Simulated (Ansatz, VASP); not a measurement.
**Nb: VASP beside Ansatz**

INCAR

```
SYSTEM = Nb
ALGO = Normal
EDIFF = 1E-6
ENCUT = 520
GGA = PE
ISIF = 2
ISMEAR = -1
LASPH = .True.
LCHARG = .False.
LREAL = .False.
LWAVE = .False.
NBANDS = 12
NELM = 80
PREC = Accurate
SIGMA = 0.01
```

Contents of KPOINTS:

```
k-points
0
Gamma
  13 13 13
  0 0 0
```

Contents of POSCAR:

```
Nb
1.0
   -1.6547957147      1.6547957147      1.6547957147
    1.6547957147     -1.6547957147      1.6547957147
    1.6547957147      1.6547957147     -1.6547957147
Nb
1
Direct
    0.0000000000      0.0000000000      0.0000000000
```

Input for Ansatz:

```yaml
crystal:
  lattice:
    - [-1.6547957147, 1.6547957147, 1.6547957147]
    - [1.6547957147, -1.6547957147, 1.6547957147]
    - [1.6547957147, 1.6547957147, -1.6547957147]
  atoms:
    - { symbol: Nb, position: [0.0, 0.0, 0.0] }
hamiltonian:
  xc: pbe
  pseudopotentials:
    kind: paw
    azcp:
      Nb: "pseudopotentials/Nb.paw.azcp"
basis:
  ecutwfc: 420
  fft_grid_basis: typed
kpoints:
  mp_grid: { grid: [13, 13, 13], shift: [0, 0, 0] }
magnetization:
  spin_polarized: false
scf:
  occupations: { method: fermi_dirac, width: 0.01 }
  lower_state_search: "off"
output:
  stress: true
```

Alike in both runs: task single point; functional PBE; k mesh 13 × 13 × 13; occupations fermi-dirac, width 0.01 eV; no spin polarisation.

|  | VASP | Ansatz |
| --- | --- | --- |
| version | VASP 6.6.1 | Ansatz 0.2.0 |
| potentials or method | VASP PAW PBE potentials, release 64 (Nb_sv) | plane waves (420 eV) with PAW, scalar-relativistic |
| plane-wave cutoff (eV) | 520 | 420 |
| valence electrons in the cell | 13 | 13 |

VASP gave:

- pressure (GPa): -0.8

Problem. Which values does Ansatz return?

Solution. Pressure (GPa): -0.5.

With one functional, cell and mesh, what is left measures potentials, basis and numerics.
